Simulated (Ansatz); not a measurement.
SnO under strain — O-17 NMR of the central transition

Cell: a structure deposited in the COD, relaxed with PBE at fixed cell and then changed (z stretched by 2 %, ions relaxed).

```xyz
8
Lattice="2.5000 -2.8600 0.0000 2.5000 2.8600 0.0000 0.0000 0.0000 11.3424" Properties=species:S:1:pos:R:3 pbc="T T T"
Sn    0.0000    0.0000   -0.1836
Sn    0.0000    0.0000    5.4876
Sn    2.5000    0.0007    3.0985
Sn    2.5000   -0.0007    8.7697
O     3.7499   -1.4300    4.2931
O     1.2501    1.4300    9.9643
O     1.2501   -1.4300    4.2931
O     3.7499    1.4300    9.9643
```

Sites (sets of like atoms) are named by element and the number of their first atom in this list.

Method: Kohn–Sham DFT in Ansatz, PBE, plane waves and PAW, scalar-relativistic, 420 eV cutoff, Γ-centred 8×8×3 k-points, Fermi–Dirac smearing 0.02 eV.

O-17 has I = 5/2 and Q = -25.58 mb (Pyykkö 2018); at 7.05 T its Larmor frequency is ν₀ = 40.7 MHz. Only the quadrupole interaction is simulated: positions count from each site's isotropic chemical shift, and J coupling is left out, as are shift anisotropy and dipolar coupling, which fast spinning averages.

Simulated pattern of one O site (fast magic-angle spinning, Gaussian broadening 0.2 kHz):

```tsv
offset (kHz)	height
-3.883	0
-3.756	2
-3.630	7
-3.504	9
-3.377	10
-3.251	10
-3.124	10
-2.998	11
-2.872	16
-2.745	29
-2.619	38
-2.492	42
-2.366	48
-2.239	60
-2.113	88
-1.987	99
-1.860	83
-1.734	74
-1.607	71
-1.481	72
-1.355	75
-1.228	82
-1.102	98
-0.975	100
-0.849	82
-0.722	69
-0.596	62
-0.470	56
-0.343	51
-0.217	33
-0.090	8
0.036	0
```

(1) Which |C_Q| and η does the pattern imply?

Results:

(1) The pattern spans 3.52 kHz before broadening and its centre of gravity is at -1.52 kHz, which fixes P_Q; the places of the horns and steps fix η. That gives P_Q = 3.21 MHz, |C_Q| = 3.13 MHz and η = 0.41. The sign of C_Q can't be read from the pattern.

Without spin–orbit coupling (the program notes it for Sn) the gradients can shift somewhat, as the gap is small. The database positions were far from equilibrium, so the relaxed structure may not be the compound's real one.
